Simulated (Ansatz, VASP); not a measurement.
**One calculation of GaN, two programs**

The input POSCAR:

```
GaN
1.0
    0.0000000000      2.2489367673      2.3670059476
    2.2489367673      0.0000000000      2.3670059476
    2.2489367673      2.2489367673      0.0000000000
Ga N
1 1
Direct
    0.0000000000      0.0000000000      0.0000000000
    0.7500000000      0.7500000000      0.7500000000
```

File INCAR.step1:

```
SYSTEM = GaN
PREC = Accurate
ENCUT = 520
ISMEAR = 0
SIGMA = 0.05
LREAL = .FALSE.
LASPH = .TRUE.
NELM = 60
NBANDS = 16
GGA = PE
ALGO = Normal
EDIFF = 1E-4
LWAVE = .TRUE.
LCHARG = .FALSE.
```

File INCAR.step2:

```
SYSTEM = GaN
PREC = Accurate
ENCUT = 520
EDIFF = 1E-6
ISMEAR = 0
SIGMA = 0.05
LREAL = .FALSE.
LASPH = .TRUE.
NELM = 60
ALGO = Normal
ISIF = 2
LWAVE = .FALSE.
LCHARG = .FALSE.
METAGGA = R2SCAN
LMIXTAU = .TRUE.
NBANDS = 16
ISTART = 1
```

Contents of KPOINTS:

```
Automatic mesh
0
G
  10 10 10
  0 0 0
```

Input for Ansatz:

```yaml
crystal:
  lattice:
    - [0.0, 2.2489367673, 2.3670059476]
    - [2.2489367673, 0.0, 2.3670059476]
    - [2.2489367673, 2.2489367673, 0.0]
  atoms:
    - { symbol: Ga, position: [0.0, 0.0, 0.0] }
    - { symbol: "N", position: [0.75, 0.75, 0.75] }
basis:
  ecutwfc: 500
kpoints:
  mp_grid: { grid: [10, 10, 10] }
hamiltonian:
  xc: r2scan
scf:
  occupations: { method: gaussian, width: 0.05 }
output:
  forces: true
  stress: true
  eigenvalues: true
```

Change from the starting cell: strain +0.0525 x Voigt [0, 0, 1, 0, 0, 0], atoms carried along.

Alike in both runs: task single point; functional r2SCAN; k mesh 10 × 10 × 10; occupations gaussian, width 0.05 eV; no spin polarisation.

|  | VASP | Ansatz |
| --- | --- | --- |
| version | VASP 6.6.1 | Ansatz 0.2.0 |
| potentials or method | VASP PAW PBE potentials, release 64 (Ga_d, N) | scalar-relativistic, plane waves, PAW |
| plane-wave cutoff (eV) | 520 | 500 |
| valence electrons in the cell | 18 | 18 |

VASP gave:

* gap on the k mesh at the Fermi level (eV): 1.72
* least direct gap on the mesh (eV): 1.72
* pressure (GPa): -8.3
* largest component of the traceless stress (GPa): 5.10

Estimate Ansatz's values.

gap on the k mesh at the Fermi level (eV): 1.73; least direct gap on the mesh (eV): 1.73; pressure (GPa): -9.1; largest component of the traceless stress (GPa): 5.13.

With one functional, cell and mesh, what is left measures potentials, basis and numerics.

Caveats: the PAW data sets were made with another functional, which shifts forces and pressure a little (VASP).
